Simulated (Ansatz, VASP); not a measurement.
HfC2 in VASP and in Ansatz

Contents of INCAR:

```
PREC     = Accurate       # precision mode
ENCUT    = 600            # plane-wave cutoff, eV
EDIFF    = 1E-6           # SCF threshold, eV
ISMEAR   = 0              # smearing method
SIGMA    = 0.05           # smearing width, eV
LREAL    = False          # projectors in reciprocal space
LASPH    = True           # aspherical terms in the spheres
NELM     = 100            # most SCF steps
ALGO     = Normal         # electronic algorithm
ISIF     = 4              # what is computed and relaxed
LWAVE    = False          # write WAVECAR
LCHARG   = False          # write CHGCAR
GGA      = PS             # functional
IBRION   = 2              # ionic algorithm
NSW      = 60             # ionic steps
EDIFFG   = -0.01          # ionic threshold
```

The input KPOINTS:

```
regular mesh
0
Gamma
  12 12 12
```

POSCAR

```
HfC2
1.0
   -1.6813371460      1.6813371460      2.9533998191
    1.6813371460     -1.6813371460      2.9533998191
    1.6813371460      1.6813371460     -2.9533998191
Hf C
1 2
Direct
    0.0000000000      0.0000000000      0.0000000000
    0.3858590675      0.3858590675      0.0000000000
    0.6141409325      0.6141409325      0.0000000000
```

Input for Ansatz:

```yaml
crystal:
  lattice:
    - [-1.681337146, 1.681337146, 2.9533998191]
    - [1.681337146, -1.681337146, 2.9533998191]
    - [1.681337146, 1.681337146, -2.9533998191]
  atoms:
    - { symbol: Hf, position: [0.0, 0.0, 0.0] }
    - { symbol: C, position: [0.3858590675, 0.3858590675, 0.0] }
    - { symbol: C, position: [0.6141409325, 0.6141409325, 0.0] }
basis:
  ecutwfc: 420
  ecutrho_ratio: 4
kpoints:
  mp_grid: { grid: [12, 12, 12] }
hamiltonian:
  xc: pbesol
scf:
  occupations: { method: gaussian, width: 0.05 }
output:
  forces: true
  stress: true
  eigenvalues: true
relax:
  f_tol: 0.01
  max_steps: 40
  cell: { stress_tol: 0.1, fix: [volume] }
```

Alike in both runs: task relaxation of shape and atoms at fixed volume; functional PBEsol; k mesh 12 × 12 × 12; occupations gaussian, width 0.05 eV; no spin polarisation.

|  | VASP | Ansatz |
| --- | --- | --- |
| version | VASP 6.6.1 | Ansatz 0.2.0 |
| potentials or method | VASP PAW PBE potentials, release 64 (Hf_pv, C) | scalar-relativistic, plane waves, PAW |
| plane-wave cutoff (eV) | 600 | 420 |
| valence electrons in the cell | 18 | 34 |

|  | VASP | Ansatz | Ansatz less VASP |
| --- | --- | --- | --- |
| gap on the k mesh at the Fermi level, each at its own relaxed structure (eV) | none | none | - |
| relaxed volume (Å³/atom) | 11.13 | 11.13 | 0.000 |
| relaxed cell length with the largest relative difference (Å) | 3.787 | 3.787 | 0.0000 |

A gap of «none» marks a metal or a gap that the smearing closes. The two sets of potentials don't hold the same shells in valence.

Caveats: the PAW data sets were made with another functional, which shifts forces and pressure a little (VASP). The runs have no spin-orbit coupling, so splittings on Hf are missing.
